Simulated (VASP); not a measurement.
Wanted: the native input for a VASP 6.6.1 run.

```
Task                   : relaxation of cell and atoms
Functional             : LDA
Potentials or basis    : VASP PAW LDA potentials, release 64 (Cd, S)
Cutoff                 : 600 eV
k mesh                 : 7 × 7 × 4
Occupations            : fermi-dirac, width 0.05 eV
Spin                   : no spin polarisation
Further INCAR settings : ALGO = Normal; EDIFF = 1e-06; IBRION = 2; EDIFFG = -0.01; NSW = 60; ISIF = 3
```

The structure of CdS (Greenockite) lies in POSCAR:

```
CdS
1.0
    4.1500000000      0.0000000000      0.0000000000
   -2.0750000000      3.5940054257      0.0000000000
    0.0000000000      0.0000000000      6.7370000000
Cd S
2 2
Direct
    0.6666666667      0.3333333333      0.5000000000
    0.3333333333      0.6666666667      0.0000000000
    0.6666666667      0.3333333333      0.8750000000
    0.3333333333      0.6666666667      0.3750000000
```

These files were run (other wordings do the same):

INCAR

```
ALGO = Normal ; EDIFF = 1E-6
EDIFFG = -0.01 ; ENCUT = 600
GGA = CA ; IBRION = 2
ISIF = 3 ; ISMEAR = -1
LASPH = T ; LCHARG = F
LREAL = F ; LWAVE = F
NELM = 60 ; NSW = 60
PREC = Accurate ; SIGMA = 0.05
```

KPOINTS

```
k-points
0
Gamma
  7 7 4
```

Potentials or basis: VASP PAW LDA potentials, release 64 (Cd, S).

The run is started by

```bash
$ cat potpaw_LDA.64/Cd/POTCAR potpaw_LDA.64/S/POTCAR > POTCAR
$ mpirun -np 1 vasp_std > vasp.out
```

Results of the run:

| Item | Value |
| --- | --- |
| Relaxed volume | 24.03 Å³/atom |
| Relaxed cell | a = 4.083 Å, b = 4.083 Å, c = 6.658 Å, α = 90.00°, β = 90.00°, γ = 120.00° |
| Space group after relaxing (to 0.05 Å) | P6_3mc (No. 186) |
| Energy gained by relaxing | 9.9 meV/atom |
| Ionic steps | 4 |
| Pressure after relaxing | 0.0 GPa |
| Band gap on the k mesh | 1.04 eV, direct |

Run time: 82 s on 1 thread of Intel(R) Xeon(R) 6975P-C (Granite Rapids) (shared host), peak memory 0.24 GiB.
